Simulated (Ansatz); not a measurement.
# How far is this Sn4Se from the hull?

The calculation used DFT PBE, scalar-relativistic, plane waves, PAW in Ansatz 0.2.0. Settings: cutoff 420 eV, Γ-centred meshes spaced at most about 0.3 Å⁻¹, and about 0.25 Å⁻¹ or finer for metals (2π included), Gaussian smearing. No spin polarisation.

Energies over the elements count from the elements' standard structures at the same level, with no fitted energy shifts. The references include grey tin.

These are static total energies at zero pressure. No dispersion correction is applied, so the spacing and binding between layers, chains or molecules are poorly described (SnSe Pnma). The reference form of Se is held partly by dispersion forces, which this level lacks.

The competitors are the elements and 2 reference phases of this chemical system (from databases or known types: SnSe, SnSe2), relaxed at the same level; other known phases may be missing.

The candidate was reached from: random cell.

```cif
data_structure
_symmetry_space_group_name_H-M 'P 1'
_symmetry_Int_Tables_number 1
_cell_length_a 6.1808
_cell_length_b 6.1808
_cell_length_c 6.1808
_cell_angle_alpha 60.000
_cell_angle_beta 60.000
_cell_angle_gamma 60.000
_cell_volume 166.96
loop_
_atom_site_label
_atom_site_type_symbol
_atom_site_fract_x
_atom_site_fract_y
_atom_site_fract_z
_atom_site_occupancy
Sn1 Sn 0.37526 0.87491 0.87491 1
Sn2 Sn 0.87491 0.37526 0.87491 1
Sn3 Sn 0.87491 0.87491 0.37526 1
Sn4 Sn 0.87491 0.87491 0.87491 1
Se1 Se 0.25000 0.25000 0.25000 1
```

The lowest competing mixture at this composition:

| phase | space group | source | share of atoms | ΔE_f (eV/atom) |
| --- | --- | --- | --- | --- |
| Sn | - | element | 0.6000 | 0.000 |
| SnSe | Pnma (No. 62) | Materials Project | 0.4000 | -0.438 |

Problem. What are the hull's energy here, the candidate's formation energy and its margin?

Solution. The hull lies at -0.175 eV/atom, the weighted sum of the last column. The candidate has 0.330 eV/atom, which is 0.51 eV/atom above it. The candidate matches no cell in the subsets of the Crystallography Open Database and the Materials Project at hand. The margin is far too high for a likely synthesis.
